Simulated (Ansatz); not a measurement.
**SnO₂ at a changed volume — 17O NMR of the central transition**

Cell: a refined structure from the COD, relaxed with PBE at fixed cell and then changed (volume scaled by 1.02, ions relaxed).

```yaml
crystal:
  lattice:
    - [4.76938, 0.00000, 0.00000]
    - [0.00000, 4.76938, 0.00000]
    - [0.00000, 0.00000, 3.20760]
  atoms:
    - { symbol: Sn, position: [0.00000, 0.00000, 0.00000] }
    - { symbol: Sn, position: [0.50000, 0.50000, 0.50000] }
    - { symbol: O, position: [0.30570, 0.30570, 0.00000] }
    - { symbol: O, position: [0.19430, 0.80570, 0.50000] }
    - { symbol: O, position: [0.69430, 0.69430, 0.00000] }
    - { symbol: O, position: [0.80570, 0.19430, 0.50000] }
```

Sites (sets of like atoms) are named by element and the number of their first atom in this list.

Level of theory: DFT, PBE, plane waves and PAW, scalar-relativistic, 420 eV cutoff, Γ-centred 7×7×9 k-points, Fermi–Dirac smearing 0.02 eV (Ansatz 0.2.0).

17O has I = 5/2 and Q = -25.58 mb (Pyykkö 2018); at 14.1 T its Larmor frequency is ν₀ = 81.4 MHz. Only the quadrupole interaction is simulated: positions count from each site's isotropic chemical shift, and J coupling is left out, as are shift anisotropy and dipolar coupling, which fast spinning averages.

Simulated pattern of one O site (fast magic-angle spinning, Gaussian broadening 0.4 kHz):

```json
{"offset (kHz)": "-8.634", "height": "0"}
{"offset (kHz)": "-8.279", "height": "4"}
{"offset (kHz)": "-7.923", "height": "7"}
{"offset (kHz)": "-7.568", "height": "7"}
{"offset (kHz)": "-7.213", "height": "7"}
{"offset (kHz)": "-6.858", "height": "8"}
{"offset (kHz)": "-6.502", "height": "8"}
{"offset (kHz)": "-6.147", "height": "8"}
{"offset (kHz)": "-5.792", "height": "13"}
{"offset (kHz)": "-5.437", "height": "42"}
{"offset (kHz)": "-5.081", "height": "78"}
{"offset (kHz)": "-4.726", "height": "77"}
{"offset (kHz)": "-4.371", "height": "59"}
{"offset (kHz)": "-4.016", "height": "53"}
{"offset (kHz)": "-3.660", "height": "50"}
{"offset (kHz)": "-3.305", "height": "50"}
{"offset (kHz)": "-2.950", "height": "51"}
{"offset (kHz)": "-2.595", "height": "55"}
{"offset (kHz)": "-2.239", "height": "62"}
{"offset (kHz)": "-1.884", "height": "79"}
{"offset (kHz)": "-1.529", "height": "100"}
{"offset (kHz)": "-1.174", "height": "76"}
{"offset (kHz)": "-0.818", "height": "27"}
{"offset (kHz)": "-0.463", "height": "1"}
```

(1) Which |C_Q| and η does the pattern imply?

## Answers

(1) The pattern spans 7.45 kHz before broadening and its centre of gravity is at -3.34 kHz, which fixes P_Q; the places of the horns and steps fix η. That gives P_Q = 6.73 MHz, |C_Q| = 6.71 MHz and η = 0.14. The sign of C_Q can't be read from the pattern.

At O V_zz stands upright on the plane through its three neighbours (within 1°).

Without spin–orbit coupling (the program notes it for Sn) the gradients can shift somewhat, as the gap is small. At this changed cell the PBE pressure is 6 GPa.

The relaxation (2 steps) took 10 s of wall time (7.8 s of CPU time) and 0.46 GiB at its peak, on 1 thread of Intel Xeon 6975P-C (Granite Rapids) (x86_64; 16 cores open to the job, memory cap 3.0 GiB, no GPU), a shared host with a load of 2.1 a core.
